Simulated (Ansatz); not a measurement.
MoS2:

```xyz
6
Lattice="3.1690 0.0000 0.0000 -1.5845 2.7444 0.0000 0.0000 0.0000 12.3240" Properties=species:S:1:pos:R:3 pbc="T T T"
Mo    1.5845    0.9148    9.2430
Mo    0.0000    1.8296    3.0810
S     1.5845    0.9148    4.6461
S     0.0000    1.8296   10.8081
S     1.5845    0.9148    1.5159
S     0.0000    1.8296    7.6779
```

Base run:

| Item | Value |
| --- | --- |
| Program | Ansatz 0.2.0 |
| Functional | RPBE |
| Potentials or basis | Ansatz PAW |
| Cutoff | 420 eV (not typed: the program's choice for these potentials) |
| k mesh | 10 × 10 × 3 |
| Occupations | fermi-dirac, width 0.05 eV |
| Spin | no spin polarisation |

Its results: band gap on the k mesh 0.97 eV, indirect (least direct gap 1.87 eV); pressure 4.7 GPa.

**Question.** After a change of settings the same cell gave: band gap on the k mesh 0.94 eV, indirect (least direct gap 1.86 eV); pressure 9.4 GPa. Which change was it?
A. functional from RPBE to r2SCAN; cutoff from 420 eV (not typed: the program's choice for these potentials) to 500 eV (not typed: the program's choice for these potentials)
B. functional from RPBE to PBEsol
C. functional from RPBE to BLYP
D. functional from RPBE to LDA

**Answer.** C.

Caveats: this functional lacks dispersion, which binds the layers, so the pressure and a relaxed spacing across them are unreliable; the PAW data sets come from PBE, with cores solved anew for the run's functional, which leaves a small shift of forces and pressure.

Runs at the PBE level aren't shown here.
